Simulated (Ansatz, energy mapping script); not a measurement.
# MnS (Browneite): exchange couplings from total energies, part 2 of 2

How strongly do the moments of MnS (Browneite) couple under PBE+U (2.64 eV)? The plan is to run several orders and fit a Heisenberg model.

PBE with U = 2.64 eV on Mn d, ortho-atomic projectors; plane waves, U on orthogonalised atomic orbitals unless named otherwise, collinear spin, no spin–orbit coupling.

So far. Step 4 (Order 2: compensated +−, cell A of 4 atoms): The run ends antiferromagnetic, 147.54 meV a magnetic atom below the parallel order of its cell. Step 5 (Order 3: parallel, cell B of 4 atoms): The run ends ferromagnetic. For each magnetic atom its energy differs from the parallel run of the first cell by -0.05 meV, an error that one common reference would have brought in.

**6. Compensated +− start in cell B (4 atoms)**

This order reverses 6 of the 12 neighbours at 3.96 Å, 6 of the 6 neighbours at 5.60 Å and 12 of the 24 neighbours at 6.86 Å, counted for an average magnetic atom.

The input, input.yaml:

```yaml
crystal:
  lattice:
    - [0.0, -2.8, -2.8]
    - [-2.8, 0.0, -2.8]
    - [2.8, 2.8, -5.6]
  atoms:
    - { symbol: Mn, position: [0.5, 0.5, 0.5], spin: 4.5 }
    - { symbol: Mn, position: [0.0, 0.0, 0.0], spin: -4.5 }
    - { symbol: S, position: [0.125, 0.125, 0.625] }
    - { symbol: S, position: [0.625, 0.625, 0.125] }
magnetization:
  spin_polarized: true
kpoints:
  mp_grid: { grid: [8, 8, 8] }
hamiltonian:
  xc: pbe
  hubbard:
    sites:
      - { species: Mn, l: d, u_eff: 2.64 }
      - { site: 0, l: d, u_eff: 2.64, starting_ns: [{ spin: up, occupation_matrix: mn1_major }, { spin: down, occupation_matrix: mn1_minor }] }
      - { site: 1, l: d, u_eff: 2.64, starting_ns: [{ spin: up, occupation_matrix: mn1_minor }, { spin: down, occupation_matrix: mn1_major }] }
    projectors: ortho-atomic
    occupation_matrices:
      mn1_major:
        matrix:
          - [0.996, 0.0, 0.0, 0.0, 0.0]
          - [0.0, 0.992, 0.0, 0.0, 0.0]
          - [0.0, 0.0, 0.992, 0.0, 0.0]
          - [0.0, 0.0, 0.0, 0.996, 0.0]
          - [0.0, 0.0, 0.0, 0.0, 0.992]
      mn1_minor:
        matrix:
          - [0.029, 0.0, 0.0, 0.0, 0.0]
          - [0.0, 0.09, 0.0, 0.0, 0.0]
          - [0.0, 0.0, 0.09, 0.0, 0.0]
          - [0.0, 0.0, 0.0, 0.029, 0.0]
          - [0.0, 0.0, 0.0, 0.0, 0.09]
scf:
  occupations: { method: fermi_dirac, width: 0.05 }
output:
  eigenvalues: true
```

Launch:

```
$ ansatz run input.yaml --threads 4 --pin off --max-ram 8192MiB --backend cpu --events-out ev --progress --plain --runs-dir out
```

Numbers of over 12 decimals in the logs are rounded to 6 here.

The log of the run:

```text
[...]
Crystal: 4 atoms, lattice volume = 87.808 Å³
Basis set: ecut = 420 eV, 1731 PW (Γ)
Bands: 31, of which v1, the nominal top of the filled ones, is band 21 counted from 1 (20 counted from 0)
Symmetry: 6 space group operations
[...]
k-points: 65 of 512 (time reversal used)
[...]
Starting moments: Σ|m| = 9 μB on 2 of 4 sites
[...]
k-point 0 ↑: bands = [... 17 lower, 4.5810, 5.9146, 6.7128, 6.7128, 8.8484, 9.4950, 9.4950, 10.2479, ... 6 higher]
  k-point 1 ↑: bands = [... 17 lower, 4.5752, 5.8203, 6.7125, 6.7125, 8.9838, 9.5011, 9.5011, 10.2381, ... 6 higher]
  k-point 2 ↑: bands = [... 17 lower, 4.5611, 5.6032, 6.7116, 6.7116, 9.3118, 9.5157, 9.5157, 10.2124, ... 6 higher]
  k-point 64 ↓: bands = [... 17 lower, 3.8442, 4.7250, 4.8165, 5.2213, 8.7334, 9.2029, 9.5624, 9.8181, ... 6 higher]
Occupation matrices written to <dir>
[key lines of the parts left out:]
SCF converged after 13 iterations
Magnetization: 0.0000 μB (21.0000 up, 21.0000 down)
Free energy (F): -9602.901724 eV
Fermi energy:    7.694635 eV
```

Elapsed: 13 s, on 4 threads of Arm Neoverse V1, shared host; peak memory 0.57 GiB; 49 s of CPU time.

The run ends antiferromagnetic, 113.79 meV a magnetic atom below the parallel order of its cell.

**7. Run 5 (parallel; cell C, 6 atoms)**

The parallel order again, as the reference for this cell.

The input, input.yaml:

```yaml
crystal:
  lattice:
    - [0.0, -2.8, -2.8]
    - [-5.6, 0.0, 0.0]
    - [2.8, 5.6, -2.8]
  atoms:
    - { symbol: Mn, position: [0.666666667, 0.666666667, 0.333333333], spin: 4.5 }
    - { symbol: Mn, position: [0.333333333, 0.333333333, 0.666666667], spin: 4.5 }
    - { symbol: Mn, position: [0.0, 0.0, 0.0], spin: 4.5 }
    - { symbol: S, position: [0.166666667, 0.416666667, 0.333333333] }
    - { symbol: S, position: [0.833333333, 0.083333333, 0.666666667] }
    - { symbol: S, position: [0.5, 0.75, 0.0] }
magnetization:
  spin_polarized: true
kpoints:
  mp_grid: { grid: [7, 7, 7] }
hamiltonian:
  xc: pbe
  hubbard:
    sites:
      - { species: Mn, l: d, u_eff: 2.64 }
      - { site: 0, l: d, u_eff: 2.64, starting_ns: [{ spin: up, occupation_matrix: mn1_major }, { spin: down, occupation_matrix: mn1_minor }] }
      - { site: 1, l: d, u_eff: 2.64, starting_ns: [{ spin: up, occupation_matrix: mn1_major }, { spin: down, occupation_matrix: mn1_minor }] }
      - { site: 2, l: d, u_eff: 2.64, starting_ns: [{ spin: up, occupation_matrix: mn1_major }, { spin: down, occupation_matrix: mn1_minor }] }
    projectors: ortho-atomic
    occupation_matrices:
      mn1_major:
        matrix:
          - [0.996, 0.0, 0.0, 0.0, 0.0]
          - [0.0, 0.992, 0.0, 0.0, 0.0]
          - [0.0, 0.0, 0.992, 0.0, 0.0]
          - [0.0, 0.0, 0.0, 0.996, 0.0]
          - [0.0, 0.0, 0.0, 0.0, 0.992]
      mn1_minor:
        matrix:
          - [0.029, 0.0, 0.0, 0.0, 0.0]
          - [0.0, 0.09, 0.0, 0.0, 0.0]
          - [0.0, 0.0, 0.09, 0.0, 0.0]
          - [0.0, 0.0, 0.0, 0.029, 0.0]
          - [0.0, 0.0, 0.0, 0.0, 0.09]
scf:
  occupations: { method: fermi_dirac, width: 0.05 }
output:
  eigenvalues: true
```

The log of the run:

```text
[...]
Crystal: 6 atoms, lattice volume = 131.712 Å³
Basis set: ecut = 420 eV, 2601 PW (Γ)
Bands: 46, of which v1, the nominal top of the filled ones, is band 32 counted from 1 (31 counted from 0)
Symmetry: 12 space group operations
[...]
k-points: 64 of 343 (time reversal used)
[...]
Starting moments: Σ|m| = 13.5 μB on 3 of 6 sites
[...]
k-point 0 ↑: bands = [... 28 lower, 2.8074, 2.8074, 3.5613, 3.5613, 4.3737, 4.3737, 5.6498, 5.6498, ... 10 higher]
  k-point 1 ↑: bands = [... 28 lower, 2.8677, 2.9502, 3.3337, 3.8480, 4.3872, 4.5795, 5.2760, 6.0505, ... 10 higher]
  k-point 2 ↑: bands = [... 28 lower, 2.9243, 3.0463, 3.4977, 4.2770, 4.5470, 4.9764, 5.0147, 6.2102, ... 10 higher]
  k-point 63 ↓: bands = [... 28 lower, 9.3357, 9.4974, 9.4974, 9.5844, 9.5844, 10.0867, 10.0867, 10.4012, ... 10 higher]
Occupation matrices written to <dir>
[key lines of the parts left out:]
SCF converged after 13 iterations
Magnetization: 15.0000 μB (39.0000 up, 24.0000 down)
Free energy (F): -14404.011242 eV
Fermi energy:    7.751775 eV
```

Elapsed: 33 s, on 4 threads; peak memory 0.86 GiB; 2.1 min of CPU time.

The run ends ferromagnetic. For each magnetic atom its energy differs from the parallel run of the first cell by -0.06 meV, an error that one common reference would have brought in.

**8. Order 6: uncompensated ++−, cell C of 6 atoms**

This order reverses 6.67 of the 12 neighbours at 3.96 Å, 2.67 of the 6 neighbours at 5.60 Å and 8 of the 24 neighbours at 6.86 Å, counted for an average magnetic atom.

input.yaml, as its differences from that of step 7:

```diff
@@ -8,3 +8,3 @@
     - { symbol: Mn, position: [0.333333333, 0.333333333, 0.666666667], spin: 4.5 }
-    - { symbol: Mn, position: [0.0, 0.0, 0.0], spin: 4.5 }
+    - { symbol: Mn, position: [0.0, 0.0, 0.0], spin: -4.5 }
     - { symbol: S, position: [0.166666667, 0.416666667, 0.333333333] }
@@ -23,3 +23,3 @@
       - { site: 1, l: d, u_eff: 2.64, starting_ns: [{ spin: up, occupation_matrix: mn1_major }, { spin: down, occupation_matrix: mn1_minor }] }
-      - { site: 2, l: d, u_eff: 2.64, starting_ns: [{ spin: up, occupation_matrix: mn1_major }, { spin: down, occupation_matrix: mn1_minor }] }
+      - { site: 2, l: d, u_eff: 2.64, starting_ns: [{ spin: up, occupation_matrix: mn1_minor }, { spin: down, occupation_matrix: mn1_major }] }
     projectors: ortho-atomic
```

The log of the run:

```text
[...]
Crystal: 6 atoms, lattice volume = 131.712 Å³
Basis set: ecut = 420 eV, 2601 PW (Γ)
Bands: 46, of which v1, the nominal top of the filled ones, is band 32 counted from 1 (31 counted from 0)
Symmetry: 4 space group operations
[...]
k-points: 64 of 343 (time reversal used)
[...]
Starting moments: Σ|m| = 13.5 μB on 3 of 6 sites
[...]
k-point 0 ↑: bands = [... 28 lower, 4.3972, 4.6475, 5.4100, 6.2843, 6.3535, 6.6804, 8.7326, 9.4580, ... 10 higher]
  k-point 1 ↑: bands = [... 28 lower, 4.4286, 4.5607, 5.4866, 6.1614, 6.2465, 6.6756, 8.9497, 9.4750, ... 10 higher]
  k-point 2 ↑: bands = [... 28 lower, 4.4371, 4.5414, 5.6237, 5.7776, 6.1433, 6.6640, 9.2622, 9.4352, ... 10 higher]
  k-point 63 ↓: bands = [... 28 lower, 5.3620, 8.9196, 8.9453, 9.2789, 9.3705, 9.4549, 9.6585, 9.8926, ... 10 higher]
Occupation matrices written to <dir>
[key lines of the parts left out:]
SCF converged after 12 iterations
Magnetization: 5.0000 μB (34.0000 up, 29.0000 down)
Free energy (F): -14404.390262 eV
Fermi energy:    7.571966 eV
```

It took 30 s on 4 threads; peak memory 0.9 GiB; 1.9 min of CPU time.

The run ends ferrimagnetic, 126.34 meV a magnetic atom below the parallel order of its cell.

**9. Order 7: parallel, cell D of 6 atoms**

The parallel order again, as the reference for this cell.

This run holds the same structure in another cell (b 5.600 → 3.960 Å, c 6.859 → 9.699 Å, α 114.1 → 90.0°, β 106.8 → 90.0°, γ 90.0 → 120.0°).

The input, input.yaml:

```yaml
crystal:
  lattice:
    - [0.0, 2.8, 2.8]
    - [-2.8, 0.0, -2.8]
    - [-5.6, -5.6, 5.6]
  atoms:
    - { symbol: Mn, position: [0.0, 0.0, 0.0], spin: 4.5 }
    - { symbol: Mn, position: [0.333333333, 0.666666667, 0.666666667], spin: 4.5 }
    - { symbol: Mn, position: [0.666666667, 0.333333333, 0.333333333], spin: 4.5 }
    - { symbol: S, position: [0.333333333, 0.666666667, 0.916666667] }
    - { symbol: S, position: [0.666666667, 0.333333333, 0.583333333] }
    - { symbol: S, position: [0.0, 0.0, 0.25] }
magnetization:
  spin_polarized: true
kpoints:
  mp_grid: { grid: [8, 8, 3] }
hamiltonian:
  xc: pbe
  hubbard:
    sites:
      - { species: Mn, l: d, u_eff: 2.64 }
      - { site: 0, l: d, u_eff: 2.64, starting_ns: [{ spin: up, occupation_matrix: mn1_major }, { spin: down, occupation_matrix: mn1_minor }] }
      - { site: 1, l: d, u_eff: 2.64, starting_ns: [{ spin: up, occupation_matrix: mn1_major }, { spin: down, occupation_matrix: mn1_minor }] }
      - { site: 2, l: d, u_eff: 2.64, starting_ns: [{ spin: up, occupation_matrix: mn1_major }, { spin: down, occupation_matrix: mn1_minor }] }
    projectors: ortho-atomic
    occupation_matrices:
      mn1_major:
        matrix:
          - [0.996, 0.0, 0.0, 0.0, 0.0]
          - [0.0, 0.992, 0.0, 0.0, 0.0]
          - [0.0, 0.0, 0.992, 0.0, 0.0]
          - [0.0, 0.0, 0.0, 0.996, 0.0]
          - [0.0, 0.0, 0.0, 0.0, 0.992]
      mn1_minor:
        matrix:
          - [0.029, 0.0, 0.0, 0.0, 0.0]
          - [0.0, 0.09, 0.0, 0.0, 0.0]
          - [0.0, 0.0, 0.09, 0.0, 0.0]
          - [0.0, 0.0, 0.0, 0.029, 0.0]
          - [0.0, 0.0, 0.0, 0.0, 0.09]
scf:
  occupations: { method: fermi_dirac, width: 0.05 }
output:
  eigenvalues: true
```

The log of the run:

```text
[...]
Crystal: 6 atoms, lattice volume = 131.712 Å³
Basis set: ecut = 420 eV, 2577 PW (Γ)
Bands: 46, of which v1, the nominal top of the filled ones, is band 32 counted from 1 (31 counted from 0)
Symmetry: 18 space group operations
[...]
k-points: 25 of 192 (time reversal used)
[...]
Starting moments: Σ|m| = 13.5 μB on 3 of 6 sites
[...]
k-point 0 ↑: bands = [... 28 lower, 2.8040, 2.8040, 4.1624, 4.1624, 6.5734, 6.5734, 6.5734, 6.5734, ... 10 higher]
  k-point 1 ↑: bands = [... 28 lower, 2.8593, 2.8593, 3.3168, 5.3428, 6.3485, 6.3485, 6.5619, 6.9136, ... 10 higher]
  k-point 2 ↑: bands = [... 28 lower, 2.8645, 2.8710, 4.1882, 4.1996, 5.8213, 6.1748, 6.2329, 6.5395, ... 10 higher]
  k-point 24 ↓: bands = [... 28 lower, 9.1551, 9.2887, 9.5451, 9.6418, 9.6808, 10.0258, 10.0283, 10.1700, ... 10 higher]
Occupation matrices written to <dir>
[key lines of the parts left out:]
SCF converged after 13 iterations
Magnetization: 15.0000 μB (39.0000 up, 24.0000 down)
Free energy (F): -14404.011123 eV
Fermi energy:    7.758144 eV
```

Run time: 12 s. Hardware: 4 threads; peak memory 0.56 GiB.

The run ends ferromagnetic. For each magnetic atom its energy differs from the parallel run of the first cell by -0.02 meV, an error that one common reference would have brought in.

**10. Uncompensated ++− start in cell D (6 atoms)**

This order reverses 4 of the 12 neighbours at 3.96 Å, 4 of the 6 neighbours at 5.60 Å and 12 of the 24 neighbours at 6.86 Å, counted for an average magnetic atom.

input.yaml, as its differences from that of step 9:

```diff
@@ -8,3 +8,3 @@
     - { symbol: Mn, position: [0.333333333, 0.666666667, 0.666666667], spin: 4.5 }
-    - { symbol: Mn, position: [0.666666667, 0.333333333, 0.333333333], spin: 4.5 }
+    - { symbol: Mn, position: [0.666666667, 0.333333333, 0.333333333], spin: -4.5 }
     - { symbol: S, position: [0.333333333, 0.666666667, 0.916666667] }
@@ -23,3 +23,3 @@
       - { site: 1, l: d, u_eff: 2.64, starting_ns: [{ spin: up, occupation_matrix: mn1_major }, { spin: down, occupation_matrix: mn1_minor }] }
-      - { site: 2, l: d, u_eff: 2.64, starting_ns: [{ spin: up, occupation_matrix: mn1_major }, { spin: down, occupation_matrix: mn1_minor }] }
+      - { site: 2, l: d, u_eff: 2.64, starting_ns: [{ spin: up, occupation_matrix: mn1_minor }, { spin: down, occupation_matrix: mn1_major }] }
     projectors: ortho-atomic
```

The log of the run:

```text
[...]
Crystal: 6 atoms, lattice volume = 131.712 Å³
Basis set: ecut = 420 eV, 2577 PW (Γ)
Bands: 46, of which v1, the nominal top of the filled ones, is band 32 counted from 1 (31 counted from 0)
Symmetry: 6 space group operations
[...]
k-points: 25 of 192 (time reversal used)
[...]
Starting moments: Σ|m| = 13.5 μB on 3 of 6 sites
[...]
k-point 0 ↑: bands = [... 28 lower, 4.5847, 6.4858, 6.4954, 6.4954, 7.0180, 7.0180, 8.7035, 9.5418, ... 10 higher]
  k-point 1 ↑: bands = [... 28 lower, 4.5986, 6.2165, 6.4942, 6.4942, 7.0140, 7.0140, 9.1294, 9.5461, ... 10 higher]
  k-point 2 ↑: bands = [... 28 lower, 4.5634, 5.9301, 6.2903, 6.2948, 6.4774, 6.8480, 9.2979, 9.4452, ... 10 higher]
  k-point 24 ↓: bands = [... 28 lower, 5.1261, 8.5389, 8.8191, 9.0890, 9.2651, 9.4974, 9.7217, 9.8371, ... 10 higher]
Occupation matrices written to <dir>
[key lines of the parts left out:]
SCF converged after 14 iterations
Magnetization: 5.0000 μB (34.0000 up, 29.0000 down)
Free energy (F): -14404.244758 eV
Fermi energy:    7.703004 eV
```

Wall time 13 s (4 threads); peak memory 0.58 GiB.

The run ends ferrimagnetic, 77.88 meV a magnetic atom below the parallel order of its cell.

**11. Mapping onto a Heisenberg model**

Each energy difference is a sum of couplings weighted by the pairs that the order reverses. A few near shells are fitted to the differences by least squares. Energies are those extrapolated to zero occupation width, not the free energies F.

The orders side by side; each is measured from the parallel order in the same cell and on the same mesh:

| order | atoms | energy (meV a magnetic atom) | moments (μB) | moments kept as typed | opposed neighbours at 3.96, 5.60, 6.86 Å |
| --- | --- | --- | --- | --- | --- |
| parallel in cell A | 4 | 0.00 | 4.31 | yes | 0, 0, 0 |
| compensated +− in cell A | 4 | -147.54 | 4.21 | yes | 8, 0, 16 |
| parallel in cell B | 4 | 0.00 | 4.31 | yes | 0, 0, 0 |
| compensated +− in cell B | 4 | -113.79 | 4.23 | yes | 6, 6, 12 |
| parallel in cell C | 6 | 0.00 | 4.31 | yes | 0, 0, 0 |
| uncompensated ++− in cell C | 6 | -126.34 | 4.17 to 4.25 | yes | 6.67, 2.67, 8 |
| parallel in cell D | 6 | 0.00 | 4.31 | yes | 0, 0, 0 |
| uncompensated ++− in cell D | 6 | -77.88 | 4.23 to 4.27 | yes | 4, 4, 12 |

Fitted to E = −Σ J e·e over ordered pairs of unit vectors (J > 0 favours parallel moments):

| pair | distance (Å) | neighbours | J (meV) |
| --- | --- | --- | --- |
| Mn–Mn | 3.96 | 12 | -9.29 |
| Mn–Mn | 5.60 | 6 | -0.339 |
| Mn–Mn | 6.86 | 24 | 0.0186 |

Adding the shell at 7.92 Å gives -9.1, -0.26, -0.057 and -0.20 meV and a mean-field temperature of 280 K, an exact solve that tests nothing.

In mean field these couplings order at 283 K, and give a Curie–Weiss temperature of -875 K.

**12. Monte Carlo**

Mean field ignores fluctuations and overstates the ordering temperature, so the model is also sampled. The heat capacity peaks where order sets in.

Classical unit spins with these couplings on 8×8×4 copies of a cell that holds the lowest order (512 spins), heat-bath sweeps, cooled from random directions, 1009 sweeps to settle and 3027 measured at each temperature, averaged over 4 runs.

| T (K) | order along the lowest pattern | net moment | heat capacity (k_B a spin) |
| --- | --- | --- | --- |
| 34.0 | 0.04 | 0.01 | 1.01 |
| 58.2 | 0.05 | 0.01 | 1.07 |
| 94.4 | 0.08 | 0.01 | 2.27 |
| 119 | 0.09 | 0.01 | 1.00 |
| 143 | 0.08 | 0.01 | 0.82 |
| 179 | 0.07 | 0.02 | 0.64 |
| 203 | 0.07 | 0.02 | 0.56 |
| 227 | 0.07 | 0.02 | 0.47 |
| 251 | 0.06 | 0.02 | 0.42 |
| 288 | 0.06 | 0.02 | 0.35 |
| 312 | 0.06 | 0.02 | 0.32 |

The smoothed heat capacity peaks at 93.7 K. The order column follows one pattern alone; equivalent domains or another pattern share the rest.

**13. Beside the first set of runs**

The first set of orders, under PBE+U (1.32 eV), took 8 min of CPU time summed over its finished orders (seed run apart), these 8.2 min.

| quantity | this set | first set |
| --- | --- | --- |
| J at 3.96 Å, meV | -9.29 | -13.1 |
| J at 5.60 Å, meV | -0.339 | -0.572 |
| J at 6.86 Å, meV | 0.0186 | 0.0153 |
| ordering temperature, mean field, K | 283 | 398 |
| heat-capacity peak, Monte Carlo, K | 93.7 | 132 |

The coupling that led in the first set goes from -13.1 to -9.29 meV.

**14. What came out**

```yaml
lowest_order_tried: compensated +− in cell A
largest_fitted_value_mn_mn_at_3p96_a: -9.29 meV
ordering_temperature_mean_field: 283 K
heat_capacity_peak_monte_carlo: 93.7 K
```

In words: Of the orders tried, MnS (Browneite) prefers the order “compensated +− in cell A” under PBE+U (2.64 eV), with 8 of 12 neighbours at 3.96 Å, 0 of 6 neighbours at 5.60 Å and 16 of 24 neighbours at 6.86 Å opposed, and the heat capacity of the fitted model peaks near 94 K (Monte Carlo, classical spins). The model's best pattern is not among the orders that were run. The coupling at 3.96 Å is 0.71 times that of the first set, at 1.0 times the CPU time. The largest fitted coupling is the Mn–Mn pair at 3.96 Å, antiferromagnetic at -9.3 meV, across a ligand at about 109°. The orders also reverse pairs at 7.92 Å, which are not fitted, so the fitted values hold their part too. With 4 differences for 3 couplings the fit misses by 1.3 meV at most, a small part of the spread. In the fitted orders moments change by up to 3.1 % against the parallel run of the same cell, so their size stays put. Monte Carlo puts the peak at 0.33 of the mean-field temperature, low enough to point to frustration or weakly coupled layers or chains. In tests on simple cubic and body-centred models such peaks lay 5 to 6 % under the bulk value. On cooling, the order along the one computed pattern stays at or under 0.10: the model settles in an equivalent domain, a degenerate mixture or another order. The Curie–Weiss temperature is 9.3 times the peak temperature in size, a mark of frustration. The parallel order holds 5 μB a magnetic atom, spin 2.5; the common factor (S+1)/S would raise the classical 93.7 K to 131 K, a correction that often overshoots.

[Logs and program files are shortened in this print: banners, set-up blocks, solver, clock and traceback lines can be left out without a mark of their own.]

[Logs are printed without paths, hosts, clocks, repeated set-up lines and the standing remarks that a program may print on its own settings, such as how far it seeks lower states.]

[Hosts, paths, dates, database ids (printed as entryN), source tags and the programs' standing remarks are cut or masked in the printed files.]

[Where a cell is said to come from a database of computed structures, the database is the Materials Project.]
